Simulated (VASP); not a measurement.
Here is a VASP 6.6.1 calculation.

File INCAR:

```
PREC = Accurate
ENCUT = 520
EDIFF = 1E-6
ISMEAR = 0
SIGMA = 0.03
LREAL = False
LASPH = True
NELM = 80
ALGO = Fast
ISIF = 2
LWAVE = False
LCHARG = False
KPAR = 4
```

File KPOINTS:

```
Automatic mesh
0
Gamma
  4 8 4
```

POSCAR

```
Sb2S3                                   
1.0
   11.2851787811      0.0000000000      0.0000000000
    0.0000000000      3.8283747693      0.0000000000
    0.0000000000      0.0000000000     10.9162014195
  Sb              S             
     8    12
Direct
     0.4754810993204329    0.2500000000000000    0.3259465315423697
     0.0245189006795671    0.7500000000000000    0.8259465315423696
     0.9754810993204328    0.2500000000000000    0.1740534684576303
     0.5245189006795672    0.7500000000000000    0.6740534684576304
     0.3472279805603751    0.7500000000000000    0.0322852916109325
     0.1527720194396249    0.2500000000000000    0.5322852916109325
     0.8472279805603752    0.7500000000000000    0.4677147083890675
     0.6527720194396248    0.2500000000000000    0.9677147083890675
     0.2901664856155701    0.2500000000000000    0.1914648244036384
     0.2098335143844300    0.7500000000000000    0.6914648244036384
     0.7901664856155700    0.2500000000000000    0.3085351755963616
     0.7098335143844300    0.7500000000000000    0.8085351755963616
     0.5485501914097216    0.7500000000000000    0.1269400576633445
     0.9514498085902784    0.2500000000000000    0.6269400576633445
     0.0485501914097216    0.7500000000000000    0.3730599423366555
     0.4514498085902784    0.2500000000000000    0.8730599423366555
     0.3740927151703907    0.7500000000000000    0.4424300136743964
     0.1259072848296093    0.2500000000000000    0.9424300136743966
     0.8740927151703907    0.7500000000000000    0.0575699863256035
     0.6259072848296093    0.2500000000000000    0.5575699863256034
```

KPOINTS_OPT

```
explicit points
258
Reciprocal
 0.0000000000  0.0000000000  0.0000000000 1
 0.0000000000  0.0357142857  0.0000000000 1
 0.0000000000  0.0714285714  0.0000000000 1
 0.0000000000  0.1071428571  0.0000000000 1
 0.0000000000  0.1428571429  0.0000000000 1
 0.0000000000  0.1785714286  0.0000000000 1
[... 250 lines left out ...]
 0.0000000000  0.5000000000  0.0625168600 1
 0.0000000000  0.5000000000 -0.0625168600 1
```

Potentials or basis: VASP PAW LDA potentials, release 64 (Sb, S).

Command:

```sh
$ cat potpaw_LDA.64/Sb/POTCAR potpaw_LDA.64/S/POTCAR > POTCAR
$ mpirun -np 4 vasp_std > vasp.out
```

Task: Estimate the pressure.

Result: -1.5 GPa.

Task: Estimate the largest force.

Result: 0.064 eV/Å.

Task: What does it give for the band gap along the path?

Result: 1.13 eV, indirect (least direct gap 1.14 eV).

Stress tensor (GPa, compression positive):
```
-1.52  0.00  0.00
 0.00 -1.44  0.00
 0.00  0.00 -1.52
```

Caveat: spin-orbit coupling is left out, which moves the levels of the heavy elements.

**Experimental background.**

From “Phase transition mechanism and bandgap engineering of Sb2S3 at gigapascal pressures”, 2021, pmc:9814834, for a bulk crystal of Sb2S3: band gap 1.73 eV (optical).

Measured gap of Sb2S3: 1.73 eV (optical; “Phase transition mechanism and bandgap engineering of Sb2S3 at gigapascal pressures”, 2021, pmc:9814834). This calculation gives 1.13 eV (-0.60 eV). 2 values of this kind are on record (1.7 to 1.73 eV); this one was drawn at random. Spin-orbit coupling on Sb is left out. The value is that of LDA, without temperature or zero-point motion. Semilocal functionals fall short of measured gaps as a rule.
